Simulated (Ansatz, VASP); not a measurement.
# Rh: VASP beside Ansatz

```
CELL_PARAMETERS angstrom
0.00000 1.91497 1.91497
1.91497 0.00000 1.91497
1.91497 1.91497 0.00000
ATOMIC_POSITIONS crystal
Rh 0.00000 0.00000 0.00000
```

Alike in both runs: functional PBE; k mesh 18 × 18 × 18; occupations gaussian, width 0.1 eV; no spin polarisation.

Ansatz relaxed the structure, and its values are those at the end. VASP's run is a single point on that final structure, the one shown.

|  | VASP | Ansatz |
| --- | --- | --- |
| version | VASP 6.6.1 | Ansatz 0.2.0 |
| potentials or method | VASP PAW PBE potentials, release 64 (Rh_pv) | scalar-relativistic, plane waves, PAW |
| plane-wave cutoff (eV) | 520 | 420 |
| valence electrons in the cell | 15 | 17 |

```tsv
	VASP	Ansatz	Ansatz less VASP
gap on the k mesh at the Fermi level (eV)	none	none	-
pressure (GPa)	0.0	0.0	-0.03
```

A gap of «none» marks a metal or a gap that the smearing closes. The two sets of potentials don't hold the same shells in valence.
